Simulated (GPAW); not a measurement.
Runs of GPAW 26.7.0 on Ru. Symmetry: P6_3/mmc, No. 194, hexagonal system. Conventional cell: a = 2.706 Å, b = 2.706 Å, c = 4.282 Å, α = 90.00°, β = 90.00°, γ = 120.00°. Around Ru (site symmetry -6m2) lie 12 Ru at 2.65 to 2.71 Å. 

```tsv
task	level	potentials or basis	spin	cell	k mesh	cutoff (eV)	kernel	eta	response ecut	scissors	response k mesh	gap on the mesh (eV)	pressure (GPa)	V0 of scaled cells (Å³/atom)	relaxed volume (Å³/atom)	B0 (GPa)
optical spectrum	LDA	the program's PAW data sets (release 1.2.1) made for this functional, pw	off	as given	9 × 9 × 5	400	RPA	0.15 eV	50 eV	0 eV	28 × 28 × 16	none	-	-	-	-
equation of state	optB88-vdW	GPAW PAW data sets (gpaw-data 1.2.1), pw	off	as given	8 × 8 × 5	600	-	-	-	-	-	-	-	14.01	-	293
band structure	PBEint	PAW data sets generated in the run's folder for this functional, pw	SOC, no magnetisation	as given	8 × 8 × 5	600	-	-	-	-	-	-	-5.3	-	-	-
band structure	PBE	SG15 ONCV 1.2, pw	off	as given	8 × 8 × 5	1100	-	-	-	-	-	-	(d)	-	-	-
band structure	r2SCAN	GPAW PAW data sets (gpaw-data 1.2.1), pw	SOC, no magnetisation	as given	8 × 8 × 5	600	-	-	-	-	-	-	(a)	-	-	-
equation of state	BEEF-vdW	GPAW PAW data sets (gpaw-data 1.2.1), pw	off	as given	8 × 8 × 5	600	-	-	-	-	-	-	-	14.03	-	(b)
relaxation of cell and atoms	BLYP	PAW data sets generated in the run's folder for this functional, pw	off	relaxed	8 × 8 × 5	600	-	-	-	-	-	none	0.0	-	14.32	-
band structure	PBE	GPAW PAW data sets (gpaw-data 1.2.1), pw	SOC, no magnetisation	as given	8 × 8 × 5	600	-	-	-	-	-	-	3.2	-	-	-
band structure	PBE	GPAW PAW data sets (gpaw-data 1.2.1), other valence, pw	off	as given	8 × 8 × 5	600	-	-	-	-	-	-	12.0	-	-	-
relaxation of cell and atoms	r2SCAN+D4	GPAW PAW data sets (gpaw-data 1.2.1), pw	off	relaxed	8 × 8 × 5	600	-	-	-	-	-	none	0.0	-	(c)	-
```

Alike in all rows: smearing fermi-dirac 0.05 eV.

Problem. Fill in the values left out.

Solution. (a) -0.8; (b) 287; (c) 13.47; (d) 4.4.

Caveats: the PAW data sets were made with another functional, which shifts forces and pressure a little (some runs); spin-orbit coupling was added after a scalar SCF, so levels and gaps hold it while energy, forces, pressure and moments don't (some runs); this program's spin-orbit splittings come out too wide for heavy elements (some runs); the cell was scaled at fixed shape and fractional positions, which overstates the stiffness of a crystal with free parameters, most of all of layers and chains (some runs); later steps reuse the first step's grids (some runs); the intraband term hangs on this k mesh (some runs); the long-wavelength limit can be off by several per cent where d states take part (some runs).

A k mesh can miss the band edges, and rows without SOC leave out spin-orbit coupling on Ru.

A gap of «none» marks a metal or a gap under the smearing width.

The runs don't all hold the same shells in valence.
